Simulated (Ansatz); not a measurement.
# Energies and gaps of 5 cells of SnO2

5 cells of SnO2 were relaxed with r2SCAN in Ansatz 0.2.0. Computed values for non-magnetic cells; some structures come from databases, others from prototypes and may be hypothetical.

- anatase: the symmetry is I4_1/amd (No. 141, tetragonal); a = 3.999 Å, c = 10.203 Å in the conventional setting, 13.60 Å³ an atom. Sn is surrounded by 6 O at 2.05–2.08 Å; O is surrounded by 3 Sn at 2.05–2.08 Å.
- fluorite: the symmetry is Fm-3m (No. 225, cubic); a = 5.067 Å in the conventional setting, 10.84 Å³ an atom. Sn has 8 O at 2.19 Å; O has 4 Sn at 2.19 Å.
- rutile: space group P4_2/mnm (No. 136), tetragonal; conventional cell a = 4.761 Å, c = 3.200 Å, 12.09 Å³ an atom. Sn has 6 O at 2.06–2.07 Å; O has 3 Sn at 2.06–2.07 Å.
- monoclinic HfO2 sites, Pbcn: it is orthorhombic, Pbcn (No. 60); conventional cell a = 4.731 Å, b = 5.745 Å, c = 5.238 Å, 11.86 Å³ an atom. Sn is surrounded by 6 O at 2.03–2.11 Å; O is surrounded by 3 Sn at 2.03–2.11 Å.
- tetragonal HfO2 sites, P4_2/nmc: space group P4_2/nmc (No. 137), tetragonal; conventional cell a = 3.549 Å, c = 5.429 Å, 11.40 Å³ an atom. Sn has 8 O at 2.02–2.49 Å; O has 4 Sn at 2.02–2.49 Å.

Energies are counted from the lowest cell, each relaxed with the functional named (k spacing about 0.3 1/Å); gaps are on the r2SCAN cells (d direct, i indirect).
```json
{"structure": "anatase", "space group": "I4_1/amd", "volume (Å³/atom)": "13.60", "E, r2SCAN (meV/atom)": "86", "E, PBE (meV/atom)": "57", "gap, PBE (eV)": "–", "gap, r2SCAN (eV)": "2.33 i ((0.188, 0.188, 0.271) → Γ)", "gap, HSE06 (eV)": "3.39 i (P → Γ)", "gap, PBE0 (eV)": "4.11 i (P → Γ)"}
{"structure": "fluorite", "space group": "Fm-3m", "volume (Å³/atom)": "10.84", "E, r2SCAN (meV/atom)": "281", "E, PBE (meV/atom)": "252", "gap, PBE (eV)": "0.29 i (W → Γ)", "gap, r2SCAN (eV)": "0.84 i (W → Γ)", "gap, HSE06 (eV)": "1.68 i (W → Γ)", "gap, PBE0 (eV)": "2.37 i (W → Γ)"}
{"structure": "rutile", "space group": "P4_2/mnm", "volume (Å³/atom)": "12.09", "E, r2SCAN (meV/atom)": "0", "E, PBE (meV/atom)": "0", "gap, PBE (eV)": "1.10 d (Γ)", "gap, r2SCAN (eV)": "1.77 d (Γ)", "gap, HSE06 (eV)": "–", "gap, PBE0 (eV)": "–"}
{"structure": "monoclinic HfO2 sites, Pbcn", "space group": "Pbcn", "volume (Å³/atom)": "11.86", "E, r2SCAN (meV/atom)": "17", "E, PBE (meV/atom)": "18", "gap, PBE (eV)": "1.41 i (Γ–X (0.80) → Γ)", "gap, r2SCAN (eV)": "2.07 i (Γ–X (0.76) → Γ)", "gap, HSE06 (eV)": "3.13 d (Γ)", "gap, PBE0 (eV)": "3.84 d (Γ)"}
{"structure": "tetragonal HfO2 sites, P4_2/nmc", "space group": "P4_2/nmc", "volume (Å³/atom)": "11.40", "E, r2SCAN (meV/atom)": "179", "E, PBE (meV/atom)": "157", "gap, PBE (eV)": "1.13 i (M → Γ)", "gap, r2SCAN (eV)": "1.70 i (M → Γ)", "gap, HSE06 (eV)": "2.62 i (M → Γ)", "gap, PBE0 (eV)": "3.32 i (M → Γ)"}
```

Among these cells the lowest with r2SCAN is rutile, 17 meV an atom below the next, monoclinic HfO2 sites, Pbcn. Other structures, not computed here, could lie lower. PBE agrees on the lowest cell. The start from another database entry ended in the same structure as one of these cells. The start from anatase sites, I4_1/amd ended in the same structure as one of these cells.

Spin-orbit coupling is left out, which matters wherever the heavy atoms make up the band edges.

Where an edge lies off the special points, it is a point of the mesh or the k point where a search put PBE's edge or least direct gap, reused for the other functionals, whose own edges may lie a little apart; PBE's own value is read along its path and can be a few hundredths of an eV high.

Coordinates of k points refer to the reciprocal vectors of the primitive cell of the runs.

The meshes of the hybrids are coarse, so their gaps aren't converged to the digits shown.
